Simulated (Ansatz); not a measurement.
# BaTiO3 (Barioperovskite): the cost of one run

Program: Ansatz 0.2.0, driven from Python. The levels of theory stand in the script. These are calculated values, not measurements.

### 1 Starting point

The structure is orthorhombic, space group Amm2 (No. 38). Conventional cell: a = 3.986 Å, b = 5.674 Å, c = 5.690 Å, α = 90.00°, β = 90.00°, γ = 90.00°. Around Ba (site symmetry mm2) lie 12 O at 2.77 to 2.92 Å. Ti (site symmetry mm2) has 6 O at 1.93 to 2.09 Å in its first shell of neighbours. Around O (site symmetry mm2) lie 2 Ti at 2.00 Å and 4 Ba at 2.77 to 2.92 Å. O (site symmetry m) has 2 Ti at 1.93 to 2.09 Å and 4 Ba at 2.81 to 2.84 Å in its first shell of neighbours.

No structure file is read: the coordinates are typed or built in the script.

### 2 The code

File lattice.py:

```python
'''Relaxed cell of BaTiO3 under several functionals.'''

import argparse

import ansatz as az
import numpy as np

parser = argparse.ArgumentParser(description='Relaxed cell of BaTiO3 under several functionals.')
parser.add_argument('--filling', required=True, help='how the bands are filled')
args = parser.parse_args()

def edges_and_angles(cell):
    cell = np.asarray(cell)
    a, b, c = np.linalg.norm(cell, axis=1)
    cosines = cell[1] @ cell[2] / (b * c), cell[0] @ cell[2] / (a * c), cell[0] @ cell[1] / (a * b)
    return (a, b, c, *np.degrees(np.arccos(cosines)))


def main() -> None:
    xtal = (
        az.Lattice.from_parameters(3.9855, 5.6738, 5.6903, alpha=90, beta=90, gamma=90)
        .space_group(38, hermann_mauguin='Amm2')
        .atom('Ba', (0.0, 0.0, 0.0))
        .atom('Ti', (0.5, 0.5, 0.0124))
        .atom('O', (0.0, 0.5, 0.9874))
        .atom('O', (0.5, 0.2567, 0.24854))
        .primitive()
    )

    model = xtal.calculation().kpoints(6).occupations(args.filling).relax(cell=True)

    levels = [('pbesol', 'none'), ('lda', 'none'), ('pbesol', 'd3bj')]
    print('level            a       b       c    alpha   beta  gamma  V/atom  steps')
    for name, dispersion in levels:
        seen = []
        run = model.functional(name, dispersion=dispersion).session().plan()
        result = run.execute(on_event=lambda e: seen.append(e) if e['event'] == 'relax_step' else None)
        cell = result.lattice.cell_ang
        label = name if dispersion == 'none' else f'{name}+{dispersion}'
        print('{:13s} {:7.4f} {:7.4f} {:7.4f} {:6.2f} {:6.2f} {:6.2f}'.format(label, *edges_and_angles(cell)), f'{abs(np.linalg.det(cell)) / len(result.lattice.sites):7.3f} {len(seen):5d}')


if __name__ == '__main__':
    main()
```

### 3 Launch

The run is started by

```sh
> python lattice.py --filling fixed
```

Q: Estimate wall time and peak memory on 1 thread of Arm Neoverse V2, shared host.

About 4.3 min, with a peak of 0.51 GiB.
